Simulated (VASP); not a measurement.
Write the native input for VASP 6.6.1 that does the following.

```
Task                   : relaxation of the atoms
Functional             : PBEsol
Potentials or basis    : VASP PAW PBE potentials, release 64 (Pb_d)
Cutoff                 : 600 eV
k mesh                 : 14 × 14 × 14
Occupations            : methfessel-paxton, width 0.1 eV
Spin                   : no spin polarisation
Further INCAR settings : ALGO = Normal; EDIFF = 1e-07; IBRION = 2; EDIFFG = -0.01; NSW = 40
```

The structure of Pb lies in POSCAR:

```
Pb                                      
1.0
    0.0000000000      2.4506113303      2.4506113303
    2.4506113303      0.0000000000      2.4506113303
    2.4506113303      2.4506113303      0.0000000000
  Pb            
     1
Direct
     0.0000000000000000    0.0000000000000000    0.0000000000000000
```

The cell isn't the ideal one: a relaxed cell with its volume scaled by 0.98.

These files were run (other wordings do the same):

INCAR

```
  PREC = Accurate
  ENCUT = 600
  EDIFF = 1E-7
  ISMEAR = 1
  SIGMA = 0.1
  LREAL = False
  LASPH = True
  NELM = 80
  ALGO = Normal
  ISIF = 2
  LWAVE = False
  LCHARG = False
  GGA = PS
  IBRION = 2
  NSW = 40
  EDIFFG = -0.01
```

KPOINTS

```
Automatic mesh
0
Gamma
  14 14 14
```

Potentials or basis: VASP PAW PBE potentials, release 64 (Pb_d).

Command:

```bash
$ cat potpaw_PBE.64/Pb_d/POTCAR > POTCAR
$ mpirun -np 1 vasp_std > vasp.out
```

It gave:

```json
{
  "Pressure after relaxing": "1.0 GPa",
  "Band gap on the k mesh": "none (metal or under the smearing width)"
}
```

Caveat: the relaxation stopped at its first step, so nothing moved; the PAW data sets were made with another functional, which shifts forces and pressure a little.

Wall time 26 s on 1 thread of Intel(R) Xeon(R) Platinum 8488C (Sapphire Rapids) (shared host), peak memory 0.18 GiB.
